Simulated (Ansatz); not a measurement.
Si: one input, then a changed one

The cell is the one relaxed in the Materials Project (mp-92), not relaxed further here; entries there can be hypothetical. The listed cell was then made from it by scaling, straining or moving an atom.

First run: DFT, r2SCAN, PAW with Ansatz's default frozen-core files, scalar-relativistic (Ansatz 0.2.0).

Command: `ansatz run input.yaml --threads 1 --pin off --max-ram 2048MiB --backend cpu --events-out ev --progress --plain --runs-dir out` The run took 13 s on 1 thread of Intel(R) Xeon(R) Platinum 8259CL CPU @ 2.50GHz (Skylake/Cascade Lake), on a shared host, peak memory 0.54 GiB.

```yaml
crystal:
  lattice:
    - [-2.410254171, 2.410254171, 1.3510604995]
    - [2.410254171, -2.410254171, 1.3510604995]
    - [2.410254171, 2.410254171, -1.3510604995]
  atoms:
    - { symbol: Si, position: [0.25, 0.75, 0.5] }
    - { symbol: Si, position: [0.5, 0.5, 0.0] }
kpoints:
  mp_grid: { grid: [16, 16, 16] }
scf:
  occupations: { method: fermi_dirac, width: 0.08 }
hamiltonian:
  xc: r2scan
  pseudopotentials: { kind: paw }
output:
  forces: true
  stress: true
  eigenvalues: true
  efg: { contact_densities: true }
```

Result: converged; pressure -2.84 GPa; no gap on the k mesh; 6 SCF iterations.

A second run of a changed input logged this at its end:

```
Error: invalid value for `kpoints.mp_grid.kspacing`: mutually exclusive with `grid` — set one or the other
```

Task: What was wrong with the input?

Result: A mesh with a zero or a mesh and a spacing, by this change (others could give a like log):
```diff
@@ -8,7 +8,8 @@
     - { symbol: Si, position: [0.5, 0.5, 0.0] }
 kpoints:
-  mp_grid: { grid: [16, 16, 16] }
+  mp_grid: { grid: [16, 16, 16], kspacing: 0.3 }
 scf:
   occupations: { method: fermi_dirac, width: 0.08 }
+  max_iter: 60
 hamiltonian:
   xc: r2scan
```
